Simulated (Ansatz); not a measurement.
**Boltzmann transport of CuO at constant τ**

The calculation used DFT PBE+U, scalar-relativistic, plane waves, PAW (Ansatz). Settings: 420 eV plane-wave cutoff, Γ-centred 14×14×8 mesh, Fermi-Dirac smearing of 0.15 eV. U_eff = 4.0 eV on Cu d. No spin polarisation.

Equilibrium structure at this level:
```yaml
crystal:
  lattice:
    - [2.09285, -2.09584, 0.00000]
    - [2.09285, 2.09584, 0.00000]
    - [0.00000, 0.00000, 5.18021]
  atoms:
    - { symbol: Cu, position: [0.00000, 0.50000, 0.00000] }
    - { symbol: Cu, position: [0.50000, 0.00000, 0.50000] }
    - { symbol: O, position: [0.50000, 0.50000, 0.25000] }
    - { symbol: O, position: [0.50000, 0.50000, 0.75000] }
```

In a metal these results depend on the k mesh and the smearing. Spin polarisation was left out, and a magnetic state may lie lower. A semilocal functional can close a gap that the real compound has.

Constant relaxation time and rigid bands. The levels are interpolated over the whole zone and filled by a Fermi function at the stated temperature, with the chemical potential set by the electron count. Seebeck coefficients of a few μV/K are small differences and uncertain even in sign.

Question: Give the Drude plasma energies, the density of states at the chemical potential and σ/τ at 300 K.

Answer:
- Plasma energy xx, yy, zz: 3.14, 3.14, 4.75 eV
- Density of states (thermally broadened): 2.01 states/eV/cell
- Conductivity over τ, xx, yy, zz: 2.0, 2.0, 4.6 ×10²⁰ (Ω·m·s)⁻¹

Question: And the Seebeck coefficient (μV/K)?

Answer:
```tsv
T (K)	Sxx	Syy	Szz
300	3.4	3.4	0.6
600	7.9	8.0	0.3
900	13.6	13.7	-1.3
```

This form isn't the usual stable structure of the compound.

Cost: 1 run of about 7.2 core-minutes, on Arm Neoverse V2 (shared hosts).